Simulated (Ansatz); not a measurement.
**Ni: a hydrostatic pressure series**

One table from this session's results is given with a row withheld; the runs are named, their logs left out.

Computed with Ansatz 0.2.0 (DFT PBEsol, scalar-relativistic, plane waves, PAW, unless a step's input says otherwise).

## The structure to begin with

Symmetry: Fm-3m, No. 225, cubic system. The conventional cell has a = 3.463 Å, b = 3.463 Å, c = 3.463 Å, α = 90.00°, β = 90.00°, γ = 90.00°. Around Ni (site symmetry m-3m) lie 12 Ni at 2.45 Å.

As a file:

```xyz
1
Lattice="0.0000 1.7316 1.7316 1.7316 0.0000 1.7316 1.7316 1.7316 0.0000" Properties=species:S:1:pos:R:3 pbc="T T T"
Ni    0.0000    0.0000    0.0000
```

It is the result of an earlier relaxation at this level (volume 10.38 Å³/atom; gap on the mesh: none (metal), site moments up to 0.7 μB).

The first run:

Contents of input.yaml:

```yaml
crystal:
  lattice:
    - [0.0, 1.7427243154, 1.7427243154]
    - [1.7427243154, 0.0, 1.7427243154]
    - [1.7427243154, 1.7427243154, 0.0]
  atoms:
    - { symbol: Ni, position: [0.0, 0.0, 0.0], spin: 0.73 }
basis:
  ecutwfc: 420
kpoints:
  mp_grid: { grid: [20, 20, 20] }
hamiltonian:
  xc: pbesol
scf:
  occupations: { method: gaussian, width: 0.1 }
output:
  forces: true
  stress: true
  eigenvalues: true
  populations: true
magnetization:
  spin_polarized: true
relax:
  adjacent_minimum: "off"
  f_tol: 0.008
  max_steps: 50
  cell: { stress_tol: 0.08, p_target: -2.0 }
```

On the command line:

```
> ansatz run input.yaml --threads 1 --pin off --max-ram 2560MiB --backend cpu --events-out ev --progress --plain --runs-dir out
```

Among the steps run: -2 GPa; Relaxing at 2 GPa; Relaxing at 5 GPa; Relaxing at 10 GPa; Target pressure 20 GPa; Relaxing at 40 GPa.

One of the session's tables, all rows but one given; the rest of the session is left out.

| P (GPa) | V (Å³/atom) | a (Å) | b (Å) | c (Å) | ΔH (eV/atom) |
| --- | --- | --- | --- | --- | --- |
| -2 | 10.47 | 2.456 | 2.456 | 2.456 | -0.130 |
| 0 | 10.38 | 2.449 | 2.449 | 2.449 | 0.000 |
| 2 | 10.30 | 2.442 | 2.442 | 2.442 | 0.129 |
| 5 | 10.17 | 2.432 | 2.432 | 2.432 | 0.321 |
| 10 | ? | ? | ? | ? | ? |
| 20 | 9.66 | 2.390 | 2.390 | 2.390 | 1.247 |
| 40 | 9.14 | 2.347 | 2.347 | 2.347 | 2.419 |

**Question.** Estimate the row for P (GPa) = 10.

Worked estimate for «V (Å³/atom)». A straight line through the neighbours (5, 10.17) and (20, 9.66) gives 10.17 + (9.66 − 10.17) × (10 − 5) / (20 − 5) = 10.00; a parabola fitted to 4 rows on both sides gives 9.99.

**Answer.** V (Å³/atom): 9.98; a (Å): 2.417; b (Å): 2.417; c (Å): 2.417; ΔH (eV/atom): 0.635. In «V (Å³/atom)» the line misses by +0.02 and the parabola by +0.01.

ΔH is E + PV over the energy at zero pressure; a, b and c are the vectors of the computed cell. 

Caveats from the session: Other structures may take over in this range; these runs cannot find them.
